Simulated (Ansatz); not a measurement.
The system is Ti.

```xyz
1
Lattice="0.0000 2.0300 2.0300 2.0300 0.0000 2.0300 2.0300 2.0300 0.0000" Properties=species:S:1:pos:R:3 pbc="T T T"
Ti    0.0000    0.0000    0.0000
```

This isn't the form of Ti at room conditions, which is hcp.

```yaml
Program: Ansatz 0.2.0
Task: single point
Functional: PBEsol
Potentials_or_basis: Ansatz PAW
Cutoff: "420 eV (not typed: the program's choice for these potentials)"
k_mesh: 11 × 11 × 11
Occupations: fermi-dirac, width 0.05 eV
Spin: no spin polarisation
```

On this cell: pressure -0.5 GPa; band gap on the k mesh none (metal or under the smearing width).

The same run follows on a disturbed copy (cell strained at random at fixed volume):

```
Ti
1.0
     0.02177    1.99869    2.03132
     2.00646    0.00299    2.05009
     2.03951    2.05051   -0.03005
Ti
1
Direct
  0.98433 0.00381 0.00663
```

What does the disturbed cell give?

The energy (extrapolated to zero smearing) moves by +5.8 meV/atom; pressure -0.4 GPa; band gap on the k mesh none (metal or under the smearing width).

Stress tensor (GPa, compression positive):
```
 0.13 -1.80  0.17
-1.80 -0.12  1.48
 0.17  1.48 -1.29
```

Caveats: the PAW data sets come from PBE, with cores solved anew for the run's functional, which leaves a small shift of forces and pressure.
